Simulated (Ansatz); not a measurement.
Te2Mo:

```
CELL_PARAMETERS angstrom
3.51820 0.00000 0.00000
-1.75910 3.04685 0.00000
0.00000 0.00000 13.97360
ATOMIC_POSITIONS crystal
Te 0.66667 0.33333 0.37900
Te 0.33333 0.66667 0.87900
Te 0.66667 0.33333 0.12100
Te 0.33333 0.66667 0.62100
Mo 0.66667 0.33333 0.75000
Mo 0.33333 0.66667 0.25000
```

```yaml
Program: Ansatz 0.2.0
Task: relaxation of cell and atoms
Functional: RPBE
Potentials_or_basis: Ansatz PAW
Cutoff: "420 eV (not typed: the program's choice for these potentials)"
k_mesh: 9 × 9 × 2
Occupations: fermi-dirac, width 0.05 eV
Spin: no spin polarisation
```

At the start: volume 24.96 Å³/atom.

Task: How do energy, volume and symmetry change on relaxing?

Result: It ends after 19 steps and the volume is 35.75 Å³/atom (+43.2 %); space group P6_3/mmc (No. 194, to 0.05 Å).

Step by step:
| step | energy change (eV) | largest force (eV/Å) | volume (Å³) |
| --- | --- | --- | --- |
| 1 | 0.0000 | 0.2586 | 149.79 |
| 2 | -0.1060 | 0.4767 | 171.69 |
| 3 | -0.2407 | 0.0051 | 170.64 |
| 4 | -0.2691 | 0.1937 | 173.42 |
| 5 | -0.2885 | 0.0993 | 179.72 |
| 6 | -0.2927 | 0.0038 | 180.47 |
| 7 | -0.2929 | 0.0019 | 181.71 |
| 8 | -0.3172 | 0.0022 | 181.71 |
| 9 | -0.3302 | 0.0012 | 185.82 |
| 10 | -0.3451 | 0.0517 | 193.40 |
| 11 | -0.3516 | 0.0138 | 201.10 |
| 12 | -0.3512 | 0.0300 | 203.38 |
| 13 | -0.3515 | 0.0008 | 202.58 |
| 14 | -0.3572 | 0.0007 | 202.58 |
| 15 | -0.3584 | 0.0006 | 206.16 |
| 16 | -0.3586 | 0.0267 | 211.57 |
| 17 | -0.3586 | 0.0074 | 213.25 |
| 18 | -0.3584 | 0.0016 | 214.48 |
| 19 | -0.3601 | 0.0013 | 214.48 |

Final structure:
```yaml
crystal:
  lattice:
    - [3.58978, 0.00000, 0.00000]
    - [-1.79489, 3.10884, 0.00000]
    - [0.00000, 0.00000, 19.21875]
  atoms:
    - { symbol: Te, position: [0.66667, 0.33333, 0.34410] }
    - { symbol: Te, position: [0.33333, 0.66667, 0.84410] }
    - { symbol: Te, position: [0.66667, 0.33333, 0.15590] }
    - { symbol: Te, position: [0.33333, 0.66667, 0.65590] }
    - { symbol: Mo, position: [0.66667, 0.33333, 0.75000] }
    - { symbol: Mo, position: [0.33333, 0.66667, 0.25000] }
```

Caveat: the volume moved by over 15 % at a fixed basis, so the end points are rough; the plane-wave basis is chosen anew once the cell has moved, so the energies of steps on either side of that aren't comparable; this functional lacks dispersion, which binds the layers, so the pressure and a relaxed spacing across them are unreliable, and here the layers came unbound; the volume moved by +43 % from the deposited cell, more than functionals usually miss; the PAW data sets come from PBE, with cores solved anew for the run's functional, which leaves a small shift of forces and pressure.
